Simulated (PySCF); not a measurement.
**Reproducing measurements on methylenecyclopropane**

**Measured values to compare with.**

From NIST CCCBDB Release 22 (SRD 101), experimental dipoles, for the gas: dipole moment 0.402 D.

How close the calculation comes is told at the end.

Compound: methylenecyclopropane, C4H6.
SMILES with atom numbers: `[CH2:1]=[C:2]1[CH2:3][CH2:4]1` (hydrogens: H5, H6 on C1; H7, H8 on C3; H9, H10 on C4)

Cartesian coordinates in Å at the GFN2-xTB level; atoms count from 1:
```
atom  x, y, z in Å
C1     1.5999   -0.4852   -0.0334
C2     0.3496   -0.1045   -0.0090
C3    -1.0689   -0.4661   -0.0290
C4    -0.6277    0.9836    0.0573
H5     2.4105    0.2249    0.0097
H6     1.8734   -1.5264   -0.0971
H7    -1.4998   -0.9251    0.8498
H8    -1.5034   -0.8174   -0.9545
H9    -0.7632    1.6144   -0.8103
H10   -0.7615    1.5064    0.9940
```

The PySCF runs (gas phase, on this GFN2-xTB geometry; no spin–orbit coupling):

```tsv
level	job	basis functions
PBE0/pcSseg-1	shieldings, ring-centre shieldings, charges and field gradients, density and orbital grids written	98
CAM-B3LYP/def2-SVPD	8 singlets by full TDDFT, 3 Tamm–Dancoff triplets, polarisability	128
PBE0/def2-SVPD	6 singlets by full TDDFT, 2 Tamm–Dancoff triplets, polarisability, density and orbital grids written	128
PBE0/aug-cc-pVDZ, grid level 1, energy threshold 1e-11 Eh	1 singlet by full TDDFT, 2 Tamm–Dancoff triplets, polarisability	146
B3LYP/pcJ-1	spin–spin couplings from 10 perturbed nuclei, spin–dipole term left out	168
```

Results beside the measurements:

**Dipole moment.** Measured: 0.402 D (NIST CCCBDB Release 22 (SRD 101), experimental dipoles).

```csv
level,computed (D),computed − measured (D),% (from the printed values)
PBE0/pcSseg-1,0.379,-0.023,-6
CAM-B3LYP/def2-SVPD,0.444,+0.042,+10
PBE0/def2-SVPD,0.439,+0.037,+9
PBE0/aug-cc-pVDZ,0.466,+0.064,+16
B3LYP/pcJ-1,0.408,+0.006,+1
```

Closest is B3LYP/pcJ-1 (+0.006 D), furthest PBE0/aug-cc-pVDZ (+0.064 D); one molecule doesn't rank methods. The computed dipoles belong to one fixed geometry; measured ones are averaged over vibrations unless marked μe. Magnitudes are compared, not signs.

No measured geometry was used, and the causes of the misses weren't examined.
